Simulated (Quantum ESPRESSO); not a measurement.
Write the native input for Quantum ESPRESSO 7.5 that does the following.

| Item | Value |
| --- | --- |
| Task | work function |
| Functional | PBE |
| Potentials or basis | PseudoDojo 0.4 SR PBE stringent |
| Cutoff | 1225 eV |
| Density cutoff | 4898 eV |
| k mesh | 4 × 4 × 1 |
| Occupations | fermi-dirac, width 0.05 eV |
| Spin | no spin polarisation |
| Boundary across the vacuum | none |
| Mixing mode | local-TF |
| Mixing beta | 0.3 |
| Most SCF iterations | 150 |
| SCF threshold | 4e-09 Ry |

Bi, a slab with vacuum:

```
Bi
1.0
     4.53900    0.00000    0.00000
    -2.26950    3.93089    0.00000
     0.00000    0.00000   32.74350
Bi
4
Cartesian
  2.2695 1.3103 7.5000
  0.0000 2.6206 13.4145
  2.2695 1.3103 19.3290
  0.0000 2.6206 25.2435
```

The slab is cut from a database's or a generator's crystal, which needn't be the stable form of the element.

These files were run (other wordings do the same):

pw.in

```
&CONTROL
  calculation = 'scf'
  prefix = 'pwscf'
  outdir = './tmp'
  pseudo_dir = './pseudo'
  tprnfor = .true.
  disk_io = 'low'
/
&SYSTEM
  ibrav = 0
  celldm(1) = 8
  nat = 4
  ntyp = 1
  ecutwfc = 90
  nbnd = 60
  occupations = 'smearing'
  smearing = 'fd'
  degauss = 0.00367493
/
&ELECTRONS
  conv_thr = 4d-09
  electron_maxstep = 150
  mixing_beta = 0.3
  mixing_mode = 'local-TF'
/
ATOMIC_SPECIES
Bi   208.9804 Bi.upf
CELL_PARAMETERS alat
  1.0721834307628   0.0000000000000   0.0000000000000
 -0.5360917153602   0.9285380885587   0.0000000000000
  0.0000000000000   0.0000000000000   7.7345309202105
ATOMIC_POSITIONS crystal
Bi     0.6666666667    0.3333333334    0.2290530945
Bi     0.3333333333    0.6666666666    0.4096843648
Bi     0.6666666667    0.3333333334    0.5903156352
Bi     0.3333333333    0.6666666666    0.7709469055
K_POINTS automatic
4 4 1 0 0 0
```

pp_density.in

```
&INPUTPP
  prefix = 'pwscf'
  outdir = './tmp'
  filplot = 'density.dat'
  plot_num = 0
/
&PLOT
  nfile = 1
  filepp(1) = 'density.dat'
  iflag = 3
  output_format = 6
  fileout = 'density.cube'
/
```

pp_potential.in

```
&INPUTPP
  prefix = 'pwscf'
  outdir = './tmp'
  filplot = 'potential.dat'
  plot_num = 11
/
&PLOT
  nfile = 1
  filepp(1) = 'potential.dat'
  iflag = 3
  output_format = 6
  fileout = 'potential.cube'
/
```

pp_elf.in

```
&INPUTPP
  prefix = 'pwscf'
  outdir = './tmp'
  filplot = 'elf.dat'
  plot_num = 8
/
&PLOT
  nfile = 1
  filepp(1) = 'elf.dat'
  iflag = 3
  output_format = 6
  fileout = 'elf.cube'
/
```

Potentials or basis: PseudoDojo 0.4 SR PBE stringent.

The run is started by

```console
$ OMP_NUM_THREADS=1 mpirun -n 2 pw.x -in pw.in > pw.out
$ OMP_NUM_THREADS=1 mpirun -n 1 pp.x -in pp_density.in > pp_density.out
$ OMP_NUM_THREADS=1 mpirun -n 1 pp.x -in pp_potential.in > pp_potential.out
$ OMP_NUM_THREADS=1 mpirun -n 1 pp.x -in pp_elf.in > pp_elf.out
```

Results of the run:

| Item | Value |
| --- | --- |
| Largest force | 0.019 eV/Å |
| Band gap on the k mesh | none (metal or under the smearing width) |
| Work function of the upper face | 4.76 eV |
| Work function of the lower face | 4.76 eV |

Caveat: the k mesh is coarse (spacing up to 0.40 Å⁻¹), so the values aren't converged; spin-orbit coupling is left out, which moves the levels of the heavy elements.

Wall time 4.7 min on 2 MPI ranks on Arm Neoverse V1 (shared host), peak memory 1 GiB a rank.
